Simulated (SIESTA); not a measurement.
Runs of SIESTA 5.4.2 on SiC (Moissanite). It takes space group P6_3mc (No. 186, hexagonal). The conventional cell has a = 3.076 Å, b = 3.076 Å, c = 5.048 Å, α = 90.00°, β = 90.00°, γ = 120.00°. Si (site symmetry 3m) has 4 C at 1.87 to 1.94 Å as nearest neighbours. Around C (site symmetry 3m) lie 4 Si at 1.87 to 1.94 Å. 

| task | level | potentials or basis | cell | k mesh | optimiser | force tolerance | stress tolerance (GPa) | broadening (eV) | window to (eV) | grid cutoff | energy shift | gap on the mesh (eV) | pressure (GPa) | relaxed volume (Å³/atom) | largest force (eV/Å) |
| --- | --- | --- | --- | --- | --- | --- | --- | --- | --- | --- | --- | --- | --- | --- | --- |
| band structure | LDA | PseudoDojo 0.4 standard (LDA files), DZP (energy shift 0.002 Ry) | as given | 10 × 10 × 5 | - | - | - | - | - | 500 Ry | 0.002 Ry | 2.34 | -1.3 | - | 0.81 |
| relaxation of cell and atoms | PBE | PseudoDojo 0.4 standard (PBE files), SZ (energy shift 0.05 Ry) | relaxed | 10 × 10 × 5 | Broyden | 0.02 eV/Å | - | - | - | 500 Ry | 0.05 Ry | 4.70 | 0.0 | (b) | - |
| band structure | PBEsol | PseudoDojo 0.4 standard (PBEsol files), DZP (energy shift 0.002 Ry) | as given | 10 × 10 × 5 | - | - | - | - | - | 500 Ry | 0.002 Ry | 2.29 | 3.7 | - | 0.84 |
| relaxation of cell and atoms | PBEsol | PseudoDojo 0.4 standard (PBEsol files), DZP (energy shift 0.002 Ry) | relaxed | 8 × 8 × 4 | Broyden | 0.01 eV/Å | 0.05 | - | - | 750 Ry | 0.002 Ry | 2.40 | 0.0 | 10.50 | 0.01 |
| optical spectrum | LDA | PseudoDojo 0.4 standard (LDA files), TZP (energy shift 0.002 Ry) | as given | 8 × 8 × 4 | - | - | - | 0.1 eV | 40 eV | 500 Ry | 0.002 Ry | 2.46 | -1.9 | - | (a) |
| band structure | PBE | PseudoDojo 0.4 standard (PBE files), SZ (energy shift 0.002 Ry) | as given | 10 × 10 × 5 | - | - | - | - | - | 500 Ry | 0.002 Ry | 4.92 | 27.2 | - | 1.31 |
| relaxation of cell and atoms | LDA | PseudoDojo 0.4 standard (LDA files), TZP (energy shift 0.002 Ry) | relaxed | 8 × 8 × 4 | Broyden | 0.01 eV/Å | 0.05 | - | - | 500 Ry | 0.002 Ry | 2.42 | 0.0 | 10.23 | - |

Alike in all rows: no spin polarisation; smearing fermi-dirac 0.05 eV.

**Question.** Fill in the values left out.

**Answer.** (a) 0.78; (b) 10.75.

Caveats: the basis of atomic orbitals isn't converged, which shifts pressures, moduli and gaps; the mesh misses the band edges, which the band path finds closer together (some runs); the basis has no polarisation orbitals (some runs); an odd mesh through Γ misses points on the zone boundary, where band edges often lie (some runs); so large a pressure means that the cell lies far from this level's equilibrium, or that cutoff or potentials fall short (some runs); forces of over 1 eV/Å show positions far from the minimum, so gaps and moduli don't describe the material at rest (some runs).

Not every run made on this cell is shown here.
